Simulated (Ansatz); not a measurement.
# Pd: the crystal squeezed far

The task here is to estimate one member of a computed series from the others.

Computed with Ansatz 0.2.0 (DFT PBE, with the methods named in each step, unless a step's input says otherwise).

### The structure to begin with

It takes space group I4_1/amd (No. 141, tetragonal). Conventional cell: a = 4.865 Å, b = 4.865 Å, c = 2.676 Å, α = 90.00°, β = 90.00°, γ = 90.00°. Pd (site symmetry -4m2) has 6 Pd at 2.52 to 2.68 Å as nearest neighbours.

Coordinates:

```cif
data_structure
_symmetry_space_group_name_H-M 'P 1'
_symmetry_Int_Tables_number 1
_cell_length_a 3.6911
_cell_length_b 3.6911
_cell_length_c 3.6911
_cell_angle_alpha 97.549
_cell_angle_beta 97.549
_cell_angle_gamma 137.497
_cell_volume 31.67
loop_
_atom_site_label
_atom_site_type_symbol
_atom_site_fract_x
_atom_site_fract_y
_atom_site_fract_z
_atom_site_occupancy
Pd1 Pd 0.62500 0.87500 0.75000 1
Pd2 Pd 0.37500 0.12500 0.25000 1
```

Whether this phase is the stable one at these pressures isn't tested.

Atoms are numbered in the order of the input: Pd1, Pd2.

The first run:

File input.yaml:

```yaml
crystal:
  lattice:
    - [-2.4325305604, 2.4325305604, 1.3378918082]
    - [2.4325305604, -2.4325305604, 1.3378918082]
    - [2.4325305604, 2.4325305604, -1.3378918082]
  atoms:
    - { symbol: Pd, position: [-0.375, -0.125, -0.25] }
    - { symbol: Pd, position: [0.375, 0.125, 0.25] }
kpoints:
  mp_grid: { grid: [16, 16, 16] }
scf:
  occupations: { method: fermi_dirac, width: 0.05 }
hamiltonian:
  xc: pbe
  pseudopotentials: { kind: paw }
output:
  forces: true
  stress: true
relax:
  f_tol: 0.005
  max_steps: 40
  cell: {}
```

Launch:

```sh
$ ansatz run input.yaml --threads 1 --pin off --max-ram 2048MiB --backend cpu --events-out ev --progress --plain --runs-dir out
```

Steps of the session up to this table: Cell relaxed at zero pressure, PAW; Volume scaled by 1, PAW; Shape and atoms relaxed at 0.95 of the volume, PAW; Volume scaled by 0.95, PAW; Shape and atoms relaxed at 0.85 of the volume, PAW; Volume scaled by 0.85, PAW; Shape and atoms relaxed at 0.75 of the volume, PAW; Volume scaled by 0.75, PAW; Shape and atoms relaxed at 0.65 of the volume, PAW; Volume scaled by 0.65, PAW; Shape and atoms relaxed at 0.55 of the volume, PAW; Volume scaled by 0.55, PAW; Volume scaled by 0.55, PAW (cutoff 300 eV); Shape and atoms relaxed at 0.45 of the volume, PAW; Volume scaled by 0.45, PAW; Shape and atoms relaxed at 0.4 of the volume, PAW; Volume scaled by 0.4, PAW; Volume scaled by 0.4, PAW (level accurate).

One of the session's tables, all rows but one given; the rest of the session is left out.

```
              method  volume over the first  volume (Å³/atom)  pressure (GPa)
                 PAW                      1                 ?               ?
                 PAW                   0.95            16.056            8.01
                 PAW                   0.85            14.366           34.34
                 PAW                   0.75            12.676           84.68
                 PAW                   0.65            10.986          183.78
                 PAW                   0.55             9.296          388.74
                 PAW                   0.45             7.606          847.30
                 PAW                    0.4             6.761         1285.76
 PAW (cutoff 300 eV)                   0.55             9.296          385.92
PAW (level accurate)                    0.4             6.761         1286.31
```

Estimate the missing values for PAW, 1.

The run gave: volume (Å³/atom): 16.901; pressure (GPa): -0.03. In the column «volume (Å³/atom)» it is the highest.

Limits of these values: Warnings in the runs' records: cutoff below recommended.
